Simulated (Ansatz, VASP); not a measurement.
## Ba: VASP beside Ansatz

File INCAR:

```
PREC     = Accurate       # precision mode
ENCUT    = 520            # plane-wave cutoff, eV
EDIFF    = 1E-7           # SCF threshold, eV
ISMEAR   = -1             # smearing method
SIGMA    = 0.1            # smearing width, eV
LREAL    = F              # projectors in reciprocal space
LASPH    = T              # aspherical terms in the spheres
NELM     = 60             # most SCF steps
ALGO     = Fast           # electronic algorithm
ISIF     = 2              # what is computed and relaxed
LWAVE    = F              # write WAVECAR
LCHARG   = F              # write CHGCAR
GGA      = PS             # functional
NBANDS   = 11             # bands
```

File KPOINTS:

```
Automatic mesh
0
Gamma
  10 10 10
```

The input POSCAR:

```
Ba
1.0
    0.0000000000      2.9966492667      2.9966492667
    2.9966492667      0.0000000000      2.9966492667
    2.9966492667      2.9966492667      0.0000000000
Ba
1
Direct
    0.0000000000      0.0000000000      0.0000000000
```

Input for Ansatz:

```yaml
crystal:
  lattice:
    - [0.0, 2.9966492667, 2.9966492667]
    - [2.9966492667, 0.0, 2.9966492667]
    - [2.9966492667, 2.9966492667, 0.0]
  atoms:
    - { symbol: Ba, position: [0.0, 0.0, 0.0] }
hamiltonian:
  xc: pbesol
  pseudopotentials:
    kind: paw
    azcp:
      Ba: "pseudopotentials/Ba.paw.azcp"
basis:
  ecutwfc: 420
  fft_grid_basis: typed
kpoints:
  mp_grid: { grid: [10, 10, 10], shift: [0, 0, 0] }
magnetization:
  spin_polarized: false
scf:
  occupations: { method: fermi_dirac, width: 0.1 }
  lower_state_search: "off"
output:
  stress: true
```

Alike in both runs: task single point; functional PBEsol; k mesh 10 × 10 × 10; occupations fermi-dirac, width 0.1 eV; no spin polarisation.

```csv
,VASP,Ansatz
version,VASP 6.6.1,Ansatz 0.2.0
potentials or method,"VASP PAW PBE potentials, release 64 (Ba_sv)","plane waves (420 eV) with PAW, scalar-relativistic"
plane-wave cutoff (eV),520,420
valence electrons in the cell,10,10
```

Ansatz gave:

| Property | Result |
| --- | --- |
| pressure (GPa) | 0.8 |

What did VASP give for the same quantities?

Pressure (GPa): 0.9.

Ansatz warned: «pseudo_functional_mismatch».

Caveats: the PAW data sets were made with another functional, which shifts forces and pressure a little (VASP). The runs have no spin-orbit coupling, so splittings on Ba are missing.
